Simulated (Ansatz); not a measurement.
Take a crystal in which W has been replaced by Re on all its sites, with the cell rescaled by a rough guess (in some cases also distorted within its space group) and nothing relaxed:

```xyz
1
Lattice="-1.4934 1.4934 1.4934 1.4934 -1.4934 1.4934 1.4934 1.4934 -1.4934" Properties=species:S:1:pos:R:3 pbc="T T T"
Re    0.0000    0.0000    0.0000
```

Theory: Ansatz 0.2.0, DFT PBE, scalar-relativistic, plane waves, PAW.

Settings: cutoff 420 eV, Γ-centred mesh 20×20×20 on the computed 1-atom cell, Gaussian smearing of 0.10 eV; no spin polarisation.

**Question.** Will this cell want to expand or contract, and how hard?

**Answer.** The pressure is 58.3 GPa (positive in compression), so the cell would expand.

**Question.** Is it a metal on this mesh?

**Answer.** Yes, a band crosses the Fermi level.

Spin-orbit coupling is left out, which matters for the bands of heavy elements.

This bcc form isn't the element's structure at ambient conditions.